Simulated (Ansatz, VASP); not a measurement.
**BaZrO3 in VASP and in Ansatz**

```xyz
5
Lattice="4.2267 0.0000 0.0000 0.0000 4.2267 0.0000 0.0000 0.0000 4.2267" Properties=species:S:1:pos:R:3 pbc="T T T"
Ba    0.0000    0.0000    0.0000
Zr    2.1133    2.1133    2.1133
O     0.0000    2.1133    2.1133
O     2.1133    0.0000    2.1133
O     2.1133    2.1133    0.0000
```

Alike in both runs: task relaxation of cell and atoms; functional PBE; k mesh 6 × 6 × 6; occupations gaussian, width 0.02 eV; no spin polarisation.

|  | VASP | Ansatz |
| --- | --- | --- |
| version | VASP 6.6.1 | Ansatz 0.2.0 |
| potentials or method | VASP PAW PBE potentials, release 64 (Ba_sv, Zr_sv, O) | scalar-relativistic, plane waves, PAW |
| plane-wave cutoff (eV) | 600 | 420 |
| valence electrons in the cell | 40 | 40 |

|  | VASP | Ansatz | Ansatz less VASP |
| --- | --- | --- | --- |
| gap on the k mesh at the Fermi level, each at its own relaxed structure (eV) | 3.12 | 3.18 | +0.059 |
| relaxed volume (Å³/atom) | 15.19 | 15.10 | -0.085 |
| relaxed cell length with the largest relative difference (Å) | 4.235 | 4.227 | -0.0079 |

Caveats: spin-orbit coupling is left out, which moves the levels of the heavy elements. A k mesh can miss the band edges. PBE usually gives volumes a little too large and moduli too small.
